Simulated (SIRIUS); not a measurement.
# W (Fm-3m) in SIRIUS: convergence with radial points in a sphere

Aim: find how far radial points in a sphere must go before the results for W settle, at PBE. This setting moves, with any that are tied to it; all else stays.

Everything below comes from runs of SIRIUS 7.12.0. Logs are shortened: lines on timing, memory, paths and dates and some standing lists are left out, and cuts for length are marked. The log counts tension as positive stress, the text compression.

## Step 1: Starting point

It takes space group Fm-3m (No. 225, cubic). The conventional cell has a = 4.060 Å, b = 4.060 Å, c = 4.060 Å, α = 90.00°, β = 90.00°, γ = 90.00°. W (site symmetry m-3m) has 12 W at 2.87 Å as nearest neighbours.

This isn't the form of W at room conditions, which is bcc.

## Step 2: With radial points in a sphere 200

sirius.json

```json
{
  "control": {
    "processing_unit": "cpu",
    "std_evp_solver_name": "lapack",
    "gen_evp_solver_name": "lapack",
    "verbosity": 2,
    "print_forces": true,
    "ortho_rf": true,
    "use_second_variation": true,
    "rmt_max": 3.0,
    "num_bands_to_print": 22,
    "save_wf": true
  },
  "parameters": {
    "electronic_structure_method": "full_potential_lapwlo",
    "xc_functionals": ["XC_GGA_X_PBE", "XC_GGA_C_PBE"],
    "core_relativity": "dirac",
    "valence_relativity": "iora",
    "num_fv_states": 22,
    "smearing": "fermi_dirac",
    "smearing_width": 0.0018374661,
    "pw_cutoff": 20,
    "gk_cutoff": 3.47,
    "lmax_apw": 11,
    "lmax_rho": 8,
    "lmax_pot": 8,
    "num_mag_dims": 0,
    "auto_rmt": 0,
    "ngridk": [11, 11, 11],
    "shiftk": [0, 0, 0],
    "num_dft_iter": 80,
    "energy_tol": 1e-07,
    "density_tol": 1e-05,
    "use_symmetry": true
  },
  "settings": {"tol_ne": 1e-10},
  "iterative_solver": {"type": "exact"},
  "mixer": {"type": "anderson", "beta": 0.5, "max_history": 8},
  "unit_cell": {
    "lattice_vectors": [[0.0, 3.836144033, 3.836144033], [3.836144033, 0.0, 3.836144033], [3.836144033, 3.836144033, 0.0]],
    "atom_types": ["W"],
    "atom_files": {"W": "W.json"},
    "atoms": {"W": [[0.0, 0.0, 0.0]]}
  }
}
```

W.json

```json
{
  "name": "tungsten",
  "symbol": "W",
  "number": 74,
  "mass": 183.84,
  "rmin": 1e-06,
  "rmt": 2.65,
  "nrmt": 200,
  "rinf": 14.93,
  "core": "1s2s2p3s3p3d4s4p4d",
  "valence": [
    {"basis": [{"enu": 0.23, "dme": 0, "n": 0, "auto": 0}, {"enu": 0.23, "dme": 1, "n": 0, "auto": 0}]},
    {"l": 0, "n": 1, "basis": [{"enu": 0.33, "dme": 0, "n": 0, "auto": 0}]},
    {"l": 1, "n": 2, "basis": [{"enu": 0.33, "dme": 0, "n": 0, "auto": 0}]},
    {"l": 2, "n": 3, "basis": [{"enu": 0.33, "dme": 0, "n": 0, "auto": 0}]},
    {"l": 3, "n": 4, "basis": [{"enu": 0.33, "dme": 0, "n": 0, "auto": 0}]},
    {"l": 4, "n": 5, "basis": [{"enu": 0.33, "dme": 0, "n": 0, "auto": 0}]}
  ],
  "lo": [
    {"l": 0, "basis": [{"enu": 0.33, "dme": 0, "n": 0, "auto": 0}, {"enu": 0.33, "dme": 1, "n": 0, "auto": 0}]},
    {
      "l": 0,
      "basis": [{"enu": -2.3975, "dme": 0, "n": 5, "auto": 1}, {"enu": -2.3975, "dme": 1, "n": 5, "auto": 1}]
    },
    {
      "l": 0,
      "basis": [{"enu": -2.3975, "dme": 1, "n": 5, "auto": 1}, {"enu": 0.33, "dme": 0, "n": 0, "auto": 0}]
    },
    {"l": 0, "basis": [{"enu": 0.33, "dme": 0, "n": 0, "auto": 0}, {"enu": 2.6084, "dme": 0, "n": 0, "auto": 0}]},
    {"l": 1, "basis": [{"enu": 0.33, "dme": 0, "n": 0, "auto": 0}, {"enu": 0.33, "dme": 1, "n": 0, "auto": 0}]},
    {
      "l": 1,
      "basis": [{"enu": -1.0874, "dme": 0, "n": 5, "auto": 1}, {"enu": -1.0874, "dme": 1, "n": 5, "auto": 1}]
    },
    {
      "l": 1,
      "basis": [{"enu": -1.0874, "dme": 1, "n": 5, "auto": 1}, {"enu": 0.33, "dme": 0, "n": 0, "auto": 0}]
    },
    {"l": 1, "basis": [{"enu": 0.33, "dme": 0, "n": 0, "auto": 0}, {"enu": 2.9501, "dme": 0, "n": 0, "auto": 0}]},
    {"l": 2, "basis": [{"enu": 0.33, "dme": 0, "n": 0, "auto": 0}, {"enu": 0.33, "dme": 1, "n": 0, "auto": 0}]},
    {"l": 2, "basis": [{"enu": 0.33, "dme": 1, "n": 0, "auto": 0}, {"enu": 0.33, "dme": 2, "n": 0, "auto": 0}]},
    {"l": 2, "basis": [{"enu": 0.33, "dme": 0, "n": 0, "auto": 0}, {"enu": 2.5514, "dme": 0, "n": 0, "auto": 0}]},
    {"l": 3, "basis": [{"enu": 0.33, "dme": 0, "n": 0, "auto": 0}, {"enu": 0.33, "dme": 1, "n": 0, "auto": 0}]},
    {
      "l": 3,
      "basis": [{"enu": -0.7362, "dme": 0, "n": 4, "auto": 1}, {"enu": -0.7362, "dme": 1, "n": 4, "auto": 1}]
    },
    {
      "l": 3,
      "basis": [{"enu": -0.7362, "dme": 1, "n": 4, "auto": 1}, {"enu": 0.33, "dme": 0, "n": 0, "auto": 0}]
    },
    {"l": 3, "basis": [{"enu": 0.33, "dme": 0, "n": 0, "auto": 0}, {"enu": 3.6337, "dme": 0, "n": 0, "auto": 0}]},
    {"l": 4, "basis": [{"enu": 0.33, "dme": 0, "n": 0, "auto": 0}, {"enu": 0.33, "dme": 1, "n": 0, "auto": 0}]},
    {"l": 4, "basis": [{"enu": 0.33, "dme": 0, "n": 0, "auto": 0}, {"enu": 3.0641, "dme": 0, "n": 0, "auto": 0}]}
  ],
  "free_atom": [... radial grid and density of the free atom, the start of the SCF ...]
}
```

sirius_start.json

```json
{
  "control": {
    "processing_unit": "cpu",
    "std_evp_solver_name": "lapack",
    "gen_evp_solver_name": "lapack",
    "verbosity": 1,
    "print_forces": false,
    "ortho_rf": true,
    "use_second_variation": true,
    "rmt_max": 3.0,
    "num_bands_to_print": 22,
    "save_wf": false
  },
  "parameters": {
    "electronic_structure_method": "full_potential_lapwlo",
    "xc_functionals": ["XC_LDA_X", "XC_LDA_C_PW"],
    "core_relativity": "dirac",
    "valence_relativity": "iora",
    "num_fv_states": 22,
    "smearing": "fermi_dirac",
    "smearing_width": 0.0055123983,
    "pw_cutoff": 20,
    "gk_cutoff": 2.78,
    "lmax_apw": 11,
    "lmax_rho": 8,
    "lmax_pot": 8,
    "num_mag_dims": 0,
    "auto_rmt": 0,
    "ngridk": [4, 4, 4],
    "shiftk": [0, 0, 0],
    "num_dft_iter": 30,
    "energy_tol": 0.01,
    "density_tol": 0.05,
    "use_symmetry": true
  },
  "settings": {"tol_ne": 1e-10},
  "iterative_solver": {"type": "exact"},
  "mixer": {"type": "anderson", "beta": 0.5, "max_history": 8},
  "unit_cell": {
    "lattice_vectors": [[0.0, 3.836144033, 3.836144033], [3.836144033, 0.0, 3.836144033], [3.836144033, 3.836144033, 0.0]],
    "atom_types": ["W"],
    "atom_files": {"W": "W.json"},
    "atoms": {"W": [[0.0, 0.0, 0.0]]}
  }
}
```

Potentials or basis: all-electron FP-LAPW, apw+lo standard.

The run is started by

```console
$ OMP_NUM_THREADS=1 sirius.scf --input=sirius_start.json --output=start.json
$ OMP_NUM_THREADS=1 sirius.scf --input=sirius.json --output=output.json --task=1
```

The log of the run:

```text
[info] SIRIUS version : 7.12.0
[info] number of MPI ranks           : 1
[info] MPI grid                      : 1 1
[info] maximum number of OMP threads : 1
[fft] FFT context for density and potential
[fft] =====================================
[fft]   plane wave cutoff                     : 20
[fft]   grid size                             : 40 40 40   total : 64000
[fft]   grid limits                           : -19 20   -19 20   -19 20
[fft]   number of G-vectors within the cutoff : 15353
[fft]   number of G-shells                    : 444
[fft] FFT context for coarse grid
[fft] =====================================
[fft]   plane wave cutoff                     : 6.94
[fft]   grid size                             : 15 15 15   total : 3375
[fft]   grid limits                           : -7 7   -7 7   -7 7
[fft]   number of G-vectors within the cutoff : 609
[fft]   number of G-shells                    : 30
[unit cell] lattice vectors
[unit cell]   a1 :       0.0000000000      3.8361440330      3.8361440330
[unit cell]   a2 :       3.8361440330      0.0000000000      3.8361440330
[unit cell]   a3 :       3.8361440330      3.8361440330      0.0000000000
[unit cell] reciprocal lattice vectors
[unit cell]   b1 :      -0.8189454375      0.8189454375      0.8189454375
[unit cell]   b2 :       0.8189454375     -0.8189454375      0.8189454375
[unit cell]   b3 :       0.8189454375      0.8189454375     -0.8189454375
[unit cell] unit cell volume :       112.90539917 [a.u.^3]
[unit cell] 1/sqrt(omega)    :         0.09411149
[unit cell] MT volume        :        77.95181491 (69.04%)
[unit cell] IT volume        :        34.95358426 (30.96%)
[unit cell] number of atom types : 1
[unit cell] type id : 0 symbol :  W mt_radius :   2.650000 num_atoms : 1
[unit cell] total number of atoms : 1
[unit cell] number of symmetry classes : 1
[unit cell] atom id  type id  class id             position                      vector_field
[unit cell] ------------------------------------------------------------------------------------------
[unit cell]      0        0        0      0.00000   0.00000   0.00000      0.00000   0.00000   0.00000
[unit cell] atom id         position (Cartesian, a.u.)
[unit cell] ---------------------------------------------
[unit cell]      0       0.000000    0.000000    0.000000
[unit cell] class id : 0 atom id : 0
[unit cell] minimum bond length:     5.425127
[... 324 lines left out ...]
[diagonalize] ik:   52   -2.266595   -0.965637   -0.953692   -0.945584   -0.588212   -0.587942   -0.587901   -0.587719   -0.587620   -0.587288   -0.586552    0.300223    0.332639    0.365951    0.512011    0.571930    0.692691    0.863542    0.947724    1.043868    1.230558    1.251494
[diagonalize] ik:   53   -2.266259   -0.965093   -0.957294   -0.947111   -0.588125   -0.587996   -0.587872   -0.587793   -0.587640   -0.587372   -0.586460    0.312563    0.336126    0.370580    0.493333    0.602083    0.733193    0.810248    0.935383    1.020223    1.203310    1.317136
[diagonalize] ik:   54   -2.266079   -0.966064   -0.956222   -0.949504   -0.588020   -0.587908   -0.587816   -0.587739   -0.587729   -0.587584   -0.586416    0.288509    0.323392    0.404060    0.511893    0.631151    0.749849    0.823855    0.862309    0.993592    1.287422    1.310809
[diagonalize] ik:   55   -2.266051   -0.962570   -0.960440   -0.949300   -0.587952   -0.587901   -0.587854   -0.587853   -0.587737   -0.587562   -0.586411    0.301887    0.345225    0.378561    0.487427    0.631287    0.763804    0.822826    0.863597    0.994455    1.274784    1.319199
[generate_core_charge_density] atom class : 0
[generate_core_charge_density]   n,l,k : 1 0 1  energy :       -2549.84958013
[generate_core_charge_density]   n,l,k : 2 0 1  energy :        -439.28538025
[generate_core_charge_density]   n,l,k : 2 1 1  energy :        -420.00720627
[generate_core_charge_density]   n,l,k : 2 1 2  energy :        -370.28579801
[generate_core_charge_density]   n,l,k : 3 0 1  energy :        -100.68278799
[generate_core_charge_density]   n,l,k : 3 1 1  energy :         -92.10731000
[generate_core_charge_density]   n,l,k : 3 1 2  energy :         -81.35484393
[generate_core_charge_density]   n,l,k : 3 2 2  energy :         -66.93722245
[generate_core_charge_density]   n,l,k : 3 2 3  energy :         -64.59913321
[generate_core_charge_density]   n,l,k : 4 0 1  energy :         -20.27223133
[generate_core_charge_density]   n,l,k : 4 1 1  energy :         -16.71686766
[generate_core_charge_density]   n,l,k : 4 1 2  energy :         -14.22520574
[generate_core_charge_density]   n,l,k : 4 2 2  energy :          -8.39138899
[generate_core_charge_density]   n,l,k : 4 2 3  energy :          -7.93230078
[find] Total energy                   :  -16166.12508090 (Ha),  -32332.25016180 (Ry)
[find] iteration : 1, RMS (target) : 2.7035e-01 (1.0000e-05) , energy difference (target) : 8.7343e-05 (1.0000e-07)
[find] Total energy                   :  -16166.12508611 (Ha),  -32332.25017222 (Ry)
[... 19 lines left out ...]
[find] valence_eval_sum               :     -16.10425765
[find] core_eval_sum                  :   -9877.11315976
[find] kinetic energy                 :   18214.08765451
[find] enuc                           :  -20214.04353373
[find] <rho|V^{XC}>                   :    -425.69753570
[find] <rho|E^{XC}>                   :    -325.36543479
[find] <mag|B^{XC}>                   :       0.00000000
[find] <rho|V^{H}>                    :  -27681.60753621
[find] smearing (-TS)                 :      -0.00031875
[find] SCF correction                 :       0.00000748
[find] Total energy                   :  -16166.12507464 (Ha),  -32332.25014928 (Ry)
[find] Free energy (E-TS)             :  -16166.12539339 (Ha),  -32332.25078677 (Ry)
[find] band gap (eV)                  :       0.00000000
[find] Efermi                         :       0.44874211
[find] iteration : 7, RMS (target) : 4.5604e-06 (1.0000e-05) , energy difference (target) : 2.0635e-08 (1.0000e-07)
[find] converged after 8 SCF iterations!
Warning in function "check_num_electrons" at src/density/density.cpp:1179
wrong number of electrons
  obtained value : 73.9992
  target value : 74
  difference : 0.000798495
  total core leakage : -2.36852e-08
    atom class : 0, core leakage : -2.36852e-08
[find] Charges and magnetic moments
[find] --------------------------------------------------------------------------------
[find] atom      charge    core leakage
[find] --------------------------------------------------------------------------------
[find]    0   72.559830   -2.368518e-08
[find] total core leakage    : -2.36851774e-08
[find] interstitial charge   : 1.439372
[find] total charge          : 73.999202
[find] Energy
[find] --------------------------------------------------------------------------------
[find] valence_eval_sum               :     -16.10425765
[find] core_eval_sum                  :   -9877.11315976
[find] kinetic energy                 :   18214.08765451
[find] enuc                           :  -20214.04353373
[find] <rho|V^{XC}>                   :    -425.69753570
[find] <rho|E^{XC}>                   :    -325.36543479
[find] <mag|B^{XC}>                   :       0.00000000
[find] <rho|V^{H}>                    :  -27681.60753621
[find] smearing (-TS)                 :      -0.00031875
[find] SCF correction                 :       0.00000748
[find] Total energy                   :  -16166.12507464 (Ha),  -32332.25014928 (Ry)
[find] Free energy (E-TS)             :  -16166.12539339 (Ha),  -32332.25078677 (Ry)
[find] band gap (eV)                  :       0.00000000
[find] Efermi                         :       0.44874211
[ground_state]
[ground_state] ==== total Forces in Ha/bohr =====
[ground_state] atom:    0, force:       0.0000000      0.0000000      0.0000000
[ground_state] ==== contribution from density =====
[ground_state] atom:    0, force:       0.0000000      0.0000000      0.0000000
[ground_state] ==== contribution from Hartree potential =====
[ground_state] atom:    0, force:       0.0000000      0.0000000      0.0000000
[ground_state] ==== contribution from IBS =====
[ground_state] atom:    0, force:       0.0000000      0.0000000      0.0000000
```

Run time: 20 s. Hardware: 1 thread of Intel Xeon 6975P-C (Granite Rapids), shared host; peak memory 0.24 GiB.

Results:

```
Free energy                                       : -439902.6822 eV
Band gap on the k mesh                            : none (metal or under the smearing width)
All electrons inside the program's atomic spheres : W 72.56 (radii W 2.65 bohr)
```

## Step 3: With radial points in a sphere 300

sirius.json is that of step 2.

W.json, as its differences from that of step 2:

```diff
@@ -7,3 +7,3 @@
   "rmt": 2.65,
-  "nrmt": 200,
+  "nrmt": 300,
   "rinf": 14.93,
```

sirius_start.json is that of step 2.

Potentials or basis: all-electron FP-LAPW, apw+lo standard.

The run is started by

```console
$ OMP_NUM_THREADS=1 sirius.scf --input=sirius_start.json --output=start.json
$ OMP_NUM_THREADS=1 sirius.scf --input=sirius.json --output=output.json --task=1
```

Wall time 23 s (1 thread of Intel Xeon 6975P-C (Granite Rapids), shared host); peak memory 0.26 GiB.

What came out:

* Free energy: -439902.5983 eV
* Band gap on the k mesh: none (metal or under the smearing width)
* All electrons inside the program's atomic spheres: W 72.56 (radii W 2.65 bohr)

## Step 4: With radial points in a sphere 450

sirius.json is that of step 3.

W.json, as its differences from that of step 3:

```diff
@@ -7,3 +7,3 @@
   "rmt": 2.65,
-  "nrmt": 300,
+  "nrmt": 450,
   "rinf": 14.93,
```

sirius_start.json is that of step 3.

The run is started by

```console
$ OMP_NUM_THREADS=1 sirius.scf --input=sirius_start.json --output=start.json
$ OMP_NUM_THREADS=1 sirius.scf --input=sirius.json --output=output.json --task=1
```

It took 25 s on 1 thread of Intel Xeon 6975P-C (Granite Rapids), shared host; peak memory 0.29 GiB.

What came out:

* Free energy: -439902.5806 eV
* Band gap on the k mesh: none (metal or under the smearing width)
* All electrons inside the program's atomic spheres: W 72.56 (radii W 2.65 bohr)

## Step 5: With radial points in a sphere 700

sirius.json is that of step 4.

W.json, as its differences from that of step 4:

```diff
@@ -7,3 +7,3 @@
   "rmt": 2.65,
-  "nrmt": 450,
+  "nrmt": 700,
   "rinf": 14.93,
```

sirius_start.json is that of step 4.

The run is started by

```console
$ OMP_NUM_THREADS=1 sirius.scf --input=sirius_start.json --output=start.json
$ OMP_NUM_THREADS=1 sirius.scf --input=sirius.json --output=output.json --task=1
```

It took 30 s on 1 thread of Intel Xeon 6975P-C (Granite Rapids), shared host; peak memory 0.32 GiB.

Results:

```
Free energy                                       : -439902.5769 eV
Band gap on the k mesh                            : none (metal or under the smearing width)
All electrons inside the program's atomic spheres : W 72.56 (radii W 2.65 bohr)
```

## Step 6: With radial points in a sphere 1000

sirius.json is that of step 5.

W.json, as its differences from that of step 5:

```diff
@@ -7,3 +7,3 @@
   "rmt": 2.65,
-  "nrmt": 700,
+  "nrmt": 1000,
   "rinf": 14.93,
```

sirius_start.json is that of step 5.

Potentials or basis: all-electron FP-LAPW, apw+lo standard.

The run is started by

```console
$ OMP_NUM_THREADS=1 sirius.scf --input=sirius_start.json --output=start.json
$ OMP_NUM_THREADS=1 sirius.scf --input=sirius.json --output=output.json --task=1
```

Wall time 33 s (1 thread of Intel Xeon 6975P-C (Granite Rapids), shared host); peak memory 0.38 GiB.

It converged, with:

- Free energy: -439902.5763 eV
- Band gap on the k mesh: none (metal or under the smearing width)
- All electrons inside the program's atomic spheres: W 72.56 (radii W 2.65 bohr)

## Step 7: With radial points in a sphere 1500

sirius.json is that of step 6.

W.json, as its differences from that of step 6:

```diff
@@ -7,3 +7,3 @@
   "rmt": 2.65,
-  "nrmt": 1000,
+  "nrmt": 1500,
   "rinf": 14.93,
```

sirius_start.json is that of step 6.

The run is started by

```console
$ OMP_NUM_THREADS=1 sirius.scf --input=sirius_start.json --output=start.json
$ OMP_NUM_THREADS=1 sirius.scf --input=sirius.json --output=output.json --task=1
```

It took 43 s on 1 thread of Intel Xeon 6975P-C (Granite Rapids), shared host; peak memory 0.46 GiB.

Results (log left out):

```
Free energy                                       : -439902.5761 eV
Band gap on the k mesh                            : none (metal or under the smearing width)
All electrons inside the program's atomic spheres : W 72.56 (radii W 2.65 bohr)
```

## Step 8: Summary

```tsv
radial points in a sphere	energy less the tightest run, at zero smearing (meV/atom)	SCF cycles	CPU time (s)	peak memory (GiB)
200	-106.04	8	20	0.24
300	-22.18	7	23	0.26
450	-4.49	7	25	0.29
700	-0.75	7	30	0.32
1000	-0.15	7	32	0.38
1500	0.00	7	42	0.46
```

Against the tightest run, the energy stays within 1 meV/atom from 700 on. The tightest run that finished is the yardstick and may itself not be fully converged.
